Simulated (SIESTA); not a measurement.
Crystal: HfN.

```xyz
2
Lattice="0.0000 2.2560 2.2560 2.2560 0.0000 2.2560 2.2560 2.2560 0.0000" Properties=species:S:1:pos:R:3 pbc="T T T"
Hf    0.0000    0.0000    0.0000
N     2.2560    2.2560    2.2560
```

Base run:

```yaml
Program: SIESTA 5.4.2
Functional: BLYP
Potentials_or_basis: PseudoDojo 0.4 standard (PBE files)
Basis: DZP (energy shift 0.003 Ry; two zetas on semicore shells)
Grid_cutoff: 800 Ry
Energy_shift: 0.003 Ry
k_mesh: 10 × 10 × 10
Occupations: fermi-dirac, width 0.05 eV
Spin: no spin polarisation
```

Its results: band gap on the k mesh none (metal or under the smearing width); pressure 18.6 GPa.

The run is repeated on the same cell with these changes: functional from BLYP to PBE. What comes out?

Band gap on the k mesh none (metal or under the smearing width); pressure 10.3 GPa.

PBE binds more tightly than BLYP, so the same cell stands under less pressure.

Caveats: short orbitals over semicore shells can move pressures by several GPa; the basis of atomic orbitals isn't converged, which shifts pressures, moduli and gaps; the potentials were made for another functional, which shifts forces and pressure (some runs).

Not every run made on this cell is shown here.
